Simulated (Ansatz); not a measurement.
Piezoelectric tensor of SiC at 11 GPa (stress–strain coefficients)

Theory: Ansatz 0.2.0, DFT PBE, scalar-relativistic, plane waves, PAW. Cutoff 420 eV, 12×12×6 k-points (Γ-centred), fixed occupations. No spin polarisation.

The cell, relaxed at 11 GPa:
```yaml
crystal:
  lattice:
    - [3.04428, 0.00000, 0.00000]
    - [-1.52214, 2.63642, 0.00000]
    - [0.00000, 0.00000, 4.99403]
  atoms:
    - { symbol: Si, position: [0.33333, 0.66667, 0.00460] }
    - { symbol: Si, position: [0.66667, 0.33333, 0.50460] }
    - { symbol: C, position: [0.33333, 0.66667, 0.38040] }
    - { symbol: C, position: [0.66667, 0.33333, 0.88040] }
```

**Question.** Give the relaxed-ion proper piezoelectric stress tensor e_iJ (C/m², Voigt columns xx yy zz yz xz xy).

**Answer.**
```
x    0.00  0.00  0.00  0.00 -0.14  0.00
y    0.00  0.00  0.00 -0.14  0.00  0.00
z   -0.30 -0.30  0.68  0.00  0.00  0.00
```
Signs follow the orientation of the cell as given.

**Question.** With the elastic constants (GPa, Voigt order)
```
549.3 140.9  81.0   0.0   0.0   0.0
140.9 549.3  81.0   0.0   0.0   0.0
 80.9  80.9 594.0   0.0   0.0   0.0
  0.0   0.0   0.0 154.8   0.0   0.0
  0.0   0.0   0.0   0.0 154.8   0.0
  0.0   0.0   0.0   0.0   0.0 204.2
```
find the strain coefficients d = e·C⁻¹ (pC/N).

**Answer.**
```
x    0.00  0.00  0.00  0.00 -0.93  0.00
y    0.00  0.00  0.00 -0.93  0.00  0.00
z   -0.59 -0.59  1.31  0.00  0.00  0.00
```

Cost: 1 run of about 3.4 core-minutes, on Intel Xeon Platinum 8375C (Ice Lake) (shared hosts).